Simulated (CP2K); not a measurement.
## Si2Ni under changes of volume

One of the cells (13.166 Å³/atom); the others are scaled copies at fixed shape and fractional positions:

```
CELL_PARAMETERS angstrom
3.82262 0.00000 0.00000
1.91131 3.31049 0.00000
1.91131 1.10350 3.12116
ATOMIC_POSITIONS crystal
Ni 0.00000 0.00000 0.00000
Si 0.75000 0.75000 0.75000
Si 0.25000 0.25000 0.25000
```

```yaml
Program: CP2K 2026.2
Functional: PBEsol
Potentials_or_basis: GTH_POTENTIALS Ni GTH-PBE-q18; POTENTIAL_UZH Si GTH-PBE-q4; TZVP-MOLOPT-SR-GTH, TZVP-MOLOPT-PBE-GTH basis
Density_cutoff: 8163 eV
k_mesh: 9 × 9 × 9
Occupations: fermi-dirac, width 0.05 eV
Spin: collinear spin, ferromagnetic start
Starting_moments: "[1.0, 0.0, 0.0] μB"
```

```csv
volume (Å³/atom),energy over the lowest point (meV/atom),pressure (GPa)
12.376,27.57,11.2
12.639,?,?
12.902,3.45,3.7
13.166,0.00,0.4
13.429,1.62,-2.5
13.692,7.90,-5.2
13.956,18.43,-7.7
```

Question: What does the run at 12.639 Å³/atom give?

Answer: Energy over the lowest point 12.46 meV/atom; pressure 7.2 GPa.

Worked out: A Birch-Murnaghan fit of order 3 (a polynomial in V^(-2/3)) to the other rows has its minimum at 13.21 Å³/atom with B0 = V·E''(V) = 153 GPa and B' = 3.6. It gives 12.46 meV/atom at 12.639 Å³/atom, against the run's 12.46, and -dE/dV = 7.3 GPa, against 7.2.

Energies are extrapolated to zero smearing.

Caveats: the potentials were made for another functional, which shifts forces and pressure; the basis of atomic orbitals isn't converged, which shifts pressures, moduli and gaps; the total moment is fixed, so each spin has its own Fermi level.
